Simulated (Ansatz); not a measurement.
Crystal: MnO.

```
CELL_PARAMETERS angstrom
0.00000 2.22200 2.22200
2.22200 0.00000 2.22200
2.22200 2.22200 0.00000
ATOMIC_POSITIONS crystal
Mn 0.00000 0.00000 0.00000
O 0.50000 0.50000 0.50000
```

Alike in all runs: program Ansatz 0.2.0; functional PBE; potentials or basis Ansatz PAW; cutoff 420 eV (not typed: the program's choice for these potentials); k mesh 10 × 10 × 10; occupations fermi-dirac, width 0.05 eV.

Starts and where they ended:

```tsv
start	free energy over the lowest (meV/atom)	net moment (μB)	site or absolute moments (μB)	gap
no spin polarisation	1066.7	-	-	none (metal or under the smearing width)
collinear spin, ferromagnetic start of up to 5.5 μB	0.0	4.79	Mn +4.06; O +0.24	none (metal or under the smearing width)
collinear spin, random start of up to 4.2 μB	0.0	-4.79	Mn -4.06; O -0.24	none (metal or under the smearing width)
collinear spin, ferromagnetic start of up to 4 μB	0.0	4.79	Mn +4.06; O +0.24	none (metal or under the smearing width)
```

Allowing spin polarisation gains 1067 meV/atom. A still lower state may exist.

Caveats: semilocal functionals often make such compounds metallic where correlation or magnetic order opens a gap, which also shifts bond lengths; a cell with one magnetic atom can't hold antiferromagnetic order, which such compounds often take (some runs); an odd number of electrons without spin polarisation forces a metal (some runs); a magnetic or distorted state may lie lower (some runs).
